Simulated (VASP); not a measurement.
# Si (I4/mmm) in VASP: a series of runs

The runs below take Si through single point, with PBE+D3(BJ).

All numbers are computed with VASP 6.6.1; they aren't measurements. Logs are shortened: lines on timing, memory, paths and dates and some standing lists are left out, and cuts for length are marked.

## (1) The cell of the first run

Symmetry: I4/mmm, No. 139, tetragonal system. The conventional cell has a = 2.702 Å, b = 2.702 Å, c = 3.535 Å, α = 90.00°, β = 90.00°, γ = 90.00°. Around Si (site symmetry 4/mmm) lie 12 Si at 2.60 to 2.70 Å.

This isn't the form of Si at room conditions, which is diamond.

## (2) Single point, PBE+D3(BJ) (strain -0.0750 x Voigt [0, 0, 1, 0, 0, 0], atoms carried along)

INCAR

```
SYSTEM = Si
PREC = Accurate
ENCUT = 520
EDIFF = 1E-6
ISMEAR = 0
SIGMA = 0.15
LREAL = .False.
LASPH = .True.
NELM = 100
ALGO = Normal
ISIF = 2
LWAVE = .False.
LCHARG = .False.
GGA = PE
IVDW = 12
NBANDS = 8
```

KPOINTS

```
Automatic mesh
0
Gamma
  22 22 22
  0 0 0
```

POSCAR

```
Si
1.0
    0.0000000000      1.9108305409      1.7675182503
    1.9108305409      0.0000000000      1.7675182503
    1.9108305409      1.9108305409      0.0000000000
Si
1
Direct
    0.0000000000      0.0000000000      0.0000000000
```

Potentials or basis: VASP PAW PBE potentials, release 64 (Si).

The run is started by

```sh
$ cat potpaw_PBE.64/Si/POTCAR > POTCAR
$ mpirun -np 1 vasp_std > vasp.out
```

OUTCAR:

```text
SYSTEM = Si
   PREC = Accurate
   ENCUT = 520
   EDIFF = 1E-6
   ISMEAR = 0
   LREAL = .False.
   LASPH = .True.
   NELM = 100
   ISIF = 2
   GGA = PE
   IVDW = 12
 IVDW          = 12

 ion  position               nearest neighbor table
   1  0.000  0.000  0.000-

  LATTYP: Found a body centered tetragonal cell.
 ALAT       =     2.7023224663
 C/A-ratio  =     1.3081475452

  Lattice vectors:

 A1 = (   0.0000000000,  -1.9108305409,  -1.7675182503)
 A2 = (   0.0000000000,   1.9108305409,  -1.7675182503)
 A3 = (   1.9108305409,   0.0000000000,   1.7675182503)

Analysis of symmetry for initial positions (statically):
=====================================================================
 Subroutine PRICEL returns:
 Original cell was already a primitive cell.

 Routine SETGRP: Setting up the symmetry group for a
 body centered tetragonal supercell.

 Subroutine GETGRP returns: Found 16 space group operations
 (whereof 16 operations were pure point group operations)
 out of a pool of 16 trial point group operations.

The static configuration has the point symmetry D_4h.

Analysis of symmetry for dynamics (positions and initial velocities):
=====================================================================
 Subroutine PRICEL returns:
 Original cell was already a primitive cell.

 Routine SETGRP: Setting up the symmetry group for a
 body centered tetragonal supercell.

 Subroutine GETGRP returns: Found 16 space group operations
 (whereof 16 operations were pure point group operations)
 out of a pool of 16 trial point group operations.

The dynamic configuration has the point symmetry D_4h.

 Subroutine INISYM returns: Found 16 space group operations
 (whereof 16 operations are pure point group operations),
 and found     1 'primitive' translations

----------------------------------------------------------------------------------------

                                     Primitive cell

  volume of cell :      12.9074

  direct lattice vectors                    reciprocal lattice vectors
     0.000000000  1.910830541  1.767518250    -0.261666322  0.261666322  0.282882511
     1.910830541  0.000000000  1.767518250     0.261666322 -0.261666322  0.282882511
     1.910830541  1.910830541  0.000000000     0.261666322  0.261666322 -0.282882511

  length of vectors
     2.602958724  2.602958724  2.702322466     0.465790772  0.465790772  0.465790772

  position of ions in fractional coordinates (direct lattice)
     0.000000000  0.000000000  0.000000000

  ion indices of the primitive-cell ions
   primitive index   ion index
                 1           1

[... 76 lines left out ...]
   NFREE  =      0    steps in history (QN), initial steepest desc. (CG)
   ISIF   =      2    stress and relaxation
   ISYM   =      2    0-nonsym 1-usesym 2-fastsym
   POTIM  = 0.5000    time-step for ionic-motion
   TEBEG  =    0.0;   TEEND  =   0.0 temperature during run
   PSTRESS=    0.0 pullay stress
   NELECT =       4.0000    total number of electrons
   NUPDOWN=      -1.0000    fix difference up-down
   EMIN   =  10.00;   EMAX   =-10.00  energy-range for DOS
   EFERMI =   0.00;   METHOD = LEGACY
   ISMEAR =     0;   SIGMA  =   0.15  broadening in eV -4-tet -1-fermi 0-gaus
   EFERMI_NEDOS =   21; number of points for ismear=-14 and -15
   IALGO  =     38    algorithm
   IMIX   =      4    mixing-type and parameters
     AMIX     =   0.40;   BMIX     =  1.00
     AMIX_MAG =   1.60;   BMIX_MAG =  1.00
  volume/ion in A,a.u.               =      12.91        87.10
  Fermi-wavevector in a.u.,A,eV,Ry     =   1.107853  2.093538 16.698946  1.227338
  Thomas-Fermi vector in A             =   2.244372
   LORBIT       =      0    0 simple, 1 ext, 2 COOP (PROOUT), +10 PAW based schemes
   GGA     = PE    functional components
   LHFCALC =     F    Hartree Fock is set to
   AEXX    =    0.0000 exact exchange contribution
   IVDW    =    12    specifies the selected vdW correction
   LEPSILON=     F    determine dielectric tensor
   LRPA    =     F    only Hartree local field effects (RPA)
 non-spin polarized calculation
 Gauss-broadening in eV      SIGMA  =   0.15
  energy-cutoff  :      520.00
  volume of cell :       12.91
 maximum number of plane-waves:       359
   NGX =  9   NGY =  9   NGZ =  9

 number of electron       4.0000000 magnetization

 Free energy of the ion-electron system (eV)
  ---------------------------------------------------
  ext. energy  EPLUGINS =         0.00000000
  ---------------------------------------------------
  free energy    TOTEN  =        -4.83745744 eV

  energy without entropy =       -4.83278696  energy(sigma->0) =       -4.83512220

 E-fermi :  11.8052     XC(G=0): -11.6629

 val. band max:       11.7926036586   @ k =  -0.1364   0.4091   0.3636
 cond. band min:      11.8128050867   @ k =   0.5000  -0.0000   0.2727
 fundamental gap:      0.0202014281
 Fermi energy:        11.8052263949

 k-point     1 :       0.0000    0.0000    0.0000
  band No.  band energies     occupation
      1      -3.8045      2.00000
      2      23.8747      0.00000
      3      23.8747      0.00000
      4      24.2238      0.00000
      5      24.4519      0.00000
      6      24.4519      0.00000
      7      24.9219      0.00000
      8      29.8479      0.00000
[... 243 lines left out ...]
 k-point    24 :      -0.4545    0.0455    0.0000
  band No.  band energies     occupation
      1       3.0024      2.00000
      2       5.0472      2.00000
      3      20.0575      0.00000
      4      21.4905      0.00000
      5      22.5047      0.00000
      6      23.0881      0.00000
      7      26.7413      0.00000
      8      30.2325      0.00000

 [... further k-points ...]

------------------------ aborting loop because EDIFF is reached ----------------------------------------

 Edisp (eV)   -0.48231

 E8    (eV) :    -0.1974

  FORCE on cell =-STRESS in cart. coord.  units (eV):
  Direction    XX          YY          ZZ          XY          YZ          ZX
  --------------------------------------------------------------------------------------
  -------------------------------------------------------------------------------------
  Total       0.49971     0.49971     0.48845     0.00000     0.00000     0.00000
  in kB      62.02800    62.02800    60.63030     0.00000     0.00000     0.00000
  external pressure =       61.56 kB  Pullay stress =        0.00 kB

 VOLUME and BASIS-vectors are now :
 -----------------------------------------------------------------------------
  energy-cutoff  :      520.00
  volume of cell :       12.91
      direct lattice vectors                 reciprocal lattice vectors
     0.000000000  1.910830541  1.767518250    -0.261666322  0.261666322  0.282882511
     1.910830541  0.000000000  1.767518250     0.261666322 -0.261666322  0.282882511
     1.910830541  1.910830541  0.000000000     0.261666322  0.261666322 -0.282882511

 POSITION                                       TOTAL-FORCE (eV/Angst)
 -----------------------------------------------------------------------------------
      0.00000      0.00000      0.00000         0.000000      0.000000      0.000000
 -----------------------------------------------------------------------------------
    total drift:                                0.000000      0.000000     -0.000000

  FREE ENERGIE OF THE ION-ELECTRON SYSTEM (eV)
  ---------------------------------------------------
  free  energy   TOTEN  =        -5.3197660518 eV

  energy  without entropy=       -5.3150955746  energy(sigma->0) =       -5.31743081
```

OSZICAR:

```text
N       E                     dE             d eps       ncg     rms          rms(c)
DAV:   1    -0.249941913219E+01   -0.24994E+01   -0.18616E+03 14808   0.386E+02
DAV:   2    -0.485009620635E+01   -0.23507E+01   -0.22557E+01 19776   0.301E+01
DAV:   3    -0.486205405162E+01   -0.11958E-01   -0.11953E-01 15224   0.223E+00
DAV:   4    -0.486206389390E+01   -0.98423E-05   -0.98420E-05 22296   0.688E-02
DAV:   5    -0.486206389378E+01    0.11245E-09   -0.16273E-08 15384   0.481E-04    0.332E+00
DAV:   6    -0.484661690813E+01    0.15447E-01   -0.36614E-03 15384   0.273E-01    0.184E+00
DAV:   7    -0.483750662162E+01    0.91103E-02   -0.76134E-03 15856   0.395E-01    0.150E-01
DAV:   8    -0.483745739879E+01    0.49223E-04   -0.26798E-05 20432   0.421E-02    0.126E-02
DAV:   9    -0.483745744135E+01   -0.42557E-07   -0.44524E-07 17208   0.376E-03
   1 F= -.53197661E+01 E0= -.53174308E+01  d E =-.467048E-02
```

It took 21 s on 1 thread of Intel Xeon 6975P-C (Granite Rapids), shared host; peak memory 0.19 GiB.

Results:

* Free energy: -5.3198 eV
* Pressure: 6.2 GPa
* Band gap on the k mesh: none (metal or under the smearing width)
* Dispersion energy per atom: -0.482 eV

Caveat: pairwise dispersion overbinds metals, which lowers pressure and volume.

## (3) Single point, PBE+D3(BJ) (strain -0.1000 x Voigt [0, 0, 1, 0, 0, 0], atoms carried along)

INCAR

```
PREC = Accurate ; ENCUT = 520
EDIFF = 1E-6 ; ISMEAR = 0
SIGMA = 0.15 ; LREAL = F
LASPH = T ; NELM = 100
ALGO = Normal ; ISIF = 2
LWAVE = F ; LCHARG = F
GGA = PE ; IVDW = 12
NBANDS = 8
```

KPOINTS

```
regular mesh
0
Gamma
  22 22 22
```

POSCAR

```
Si
1.0
    0.0000000000      1.9108305409      1.7197474868
    1.9108305409      0.0000000000      1.7197474868
    1.9108305409      1.9108305409      0.0000000000
Si
1
Direct
    0.0000000000      0.0000000000      0.0000000000
```

Potentials or basis: VASP PAW PBE potentials, release 64 (Si).

The run is started by

```sh
$ cat potpaw_PBE.64/Si/POTCAR > POTCAR
$ mpirun -np 1 vasp_std > vasp.out
```

Wall time 20 s (1 thread of Intel Xeon 6975P-C (Granite Rapids), shared host); peak memory 0.18 GiB.

The run converged. Its results:

```yaml
Free_energy: -5.3028 eV
Pressure: 9.9 GPa
Band_gap_on_the_k_mesh: none (metal or under the smearing width)
Dispersion_energy_per_atom: -0.496 eV
```

Stress tensor (GPa, compression positive):
```
10.43  0.00  0.00
 0.00 10.43  0.00
 0.00  0.00  8.91
```

Levels at points of the mesh, in eV from the Fermi level:
```csv
k point,band 1,band 2,band 3,band 4,band 5,band 6,band 7
"(0.00, 0.00, 0.00)",-15.88,12.14,12.14,12.75,13.08,13.08,13.56
"(0.50, 0.00, 0.00)",-8.05,-7.93,8.53,9.91,10.66,11.86,15.91
"(0.50, 0.50, 0.00)",-4.86,-2.81,2.14,2.14,3.24,6.10,26.25
"(0.50, 0.00, 0.50)",-6.66,-5.56,3.99,4.69,4.97,8.60,26.26
```

Caveat: pairwise dispersion overbinds metals, which lowers pressure and volume.
